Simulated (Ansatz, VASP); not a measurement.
This is a calculation of TiO2 for VASP 6.6.1.

File INCAR:

```
SYSTEM = TiO2
PREC = Accurate
ENCUT = 480
EDIFF = 1E-7
ISMEAR = -1
SIGMA = 0.05
LREAL = .False.
LASPH = .True.
NELM = 60
ALGO = Fast
ISIF = 3
LWAVE = .False.
LCHARG = .False.
GGA = PE
IBRION = 2
NSW = 40
EDIFFG = -0.02
```

File KPOINTS:

```
regular mesh
0
Gamma
  6 6 9
  0 0 0
```

Contents of POSCAR:

```
TiO2
1.0
    4.5998373239      0.0000000000      0.0000000000
    0.0000000000      4.5998373239      0.0000000000
    0.0000000000      0.0000000000      2.9592135600
Ti O
2 4
Direct
    0.0000000000      0.0000000000      0.5000000000
    0.5000000000      0.5000000000      0.0000000000
    0.3043213200      0.3043213200      0.5000000000
    0.1956786800      0.8043213200      0.0000000000
    0.8043213200      0.1956786800      0.0000000000
    0.6956786800      0.6956786800      0.5000000000
```

Potentials or basis: VASP PAW PBE potentials, release 64 (Ti_sv, O_s).

Run with:

```console
$ cat potpaw_PBE.64/Ti_sv/POTCAR potpaw_PBE.64/O_s/POTCAR > POTCAR
$ mpirun -np 1 vasp_std > vasp.out
```

Set up the same calculation for Ansatz 0.2.0. Potentials there: Ansatz PAW.

As run (the cutoff follows the program's own potentials):

File input.yaml:

```yaml
crystal:
  lattice:
    - [4.5998373239, 0.0, 0.0]
    - [0.0, 4.5998373239, 0.0]
    - [0.0, 0.0, 2.95921356]
  atoms:
    - { symbol: Ti, position: [0.0, 0.0, 0.5] }
    - { symbol: Ti, position: [0.5, 0.5, 0.0] }
    - { symbol: O, position: [0.30432132, 0.30432132, 0.5] }
    - { symbol: O, position: [0.19567868, 0.80432132, 0.0] }
    - { symbol: O, position: [0.80432132, 0.19567868, 0.0] }
    - { symbol: O, position: [0.69567868, 0.69567868, 0.5] }
hamiltonian:
  xc: pbe
  pseudopotentials: { kind: paw }
kpoints:
  mp_grid: { grid: [6, 6, 9] }
scf:
  occupations: { method: fermi_dirac, width: 0.05 }
output:
  forces: true
  stress: true
relax:
  f_tol: 0.01
  max_steps: 40
  cell: { stress_tol: 0.05 }
```

Potentials or basis: Ansatz PAW.

Launch:

```bash
$ ansatz run input.yaml --threads 2 --pin off --max-ram 5632MiB --backend cpu --events-out ev --progress --plain --runs-dir out
```

Both were run:

|  | VASP | Ansatz | Ansatz less VASP |
| --- | --- | --- | --- |
| relaxed volume (Å³/atom) | 10.67 | 10.65 | -0.017 |
| relaxed cell length with the largest relative difference (Å) | 2.970 | 2.964 | -0.0061 |
| energy change over the relaxation (meV/atom) | -3 | -3 | +0.4 |

Caveats: an odd mesh through Γ misses points on the zone boundary, where band edges often lie (VASP); odd divisions of the mesh miss points on the zone boundary, where band edges often lie, so the gap on the mesh can be too wide (Ansatz); the plane-wave basis is chosen anew once the cell has moved, so the energies of steps on either side of that aren't comparable (Ansatz); the pressure holds a Pulay correction of +0.7 GPa for the finite cutoff (Ansatz). PBE gaps usually lie below the measured ones, often by a third to a half.
